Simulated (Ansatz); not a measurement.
**Calculated quadrupolar parameters for GaN under strain**

The cell is an entry of the Crystallography Open Database (COD), relaxed with PBE at fixed cell and then changed (z compressed by 1 %, ions relaxed).

```cif
data_structure
_symmetry_space_group_name_H-M 'P 1'
_symmetry_Int_Tables_number 1
_cell_length_a 3.1800
_cell_length_b 3.1800
_cell_length_c 5.1143
_cell_angle_alpha 90.000
_cell_angle_beta 90.000
_cell_angle_gamma 120.000
_cell_volume 44.79
loop_
_atom_site_label
_atom_site_type_symbol
_atom_site_fract_x
_atom_site_fract_y
_atom_site_fract_z
_atom_site_occupancy
Ga1 Ga 0.33333 0.66667 0.00303 1
Ga2 Ga 0.66667 0.33333 0.50303 1
N3 N 0.33333 0.66667 0.38197 1
N4 N 0.66667 0.33333 0.88197 1
```

Atom numbers follow the list; atoms alike are taken as one site, whose name carries the number of the first.

The numbers come from a DFT calculation in Ansatz (PBE, plane waves and PAW, scalar-relativistic, 420 eV cutoff, Γ-centred 11×11×6 k-points, Fermi–Dirac smearing 0.02 eV).

C_Q = eQV_zz/h, which is 24.18 MHz for Q = 1 b and V_zz = 10²¹ V/m²; η = (V_xx − V_yy)/V_zz.

69Ga: I = 3/2, Q = 171.0 mb; N-14: I = 1, Q = 20.44 mb. Quadrupole moments are those of Pyykkö's year-2017 table.

(1) Give the quadrupolar parameters of the distinct sites.

Results:

(1) 

| site | atoms (order as listed) | first shell | V_xx, V_yy, V_zz (10²¹ V/m²) | η | C_Q (MHz) |
| --- | --- | --- | --- | --- | --- |
| Ga | 1, 2 | 4 N at 1.94 Å; also 1 N at 3.18 Å | -0.17, -0.17, 0.35 | 0.00 | 1.45 |
| N | 3, 4 | 4 Ga at 1.94 Å; also 1 Ga at 3.18 Å | 0.090, 0.090, -0.18 | 0.00 | -0.089 |

An axis of threefold or higher order runs through Ga and N, so V_zz lies along it and η is zero.

At this changed cell the PBE pressure is 9 GPa.
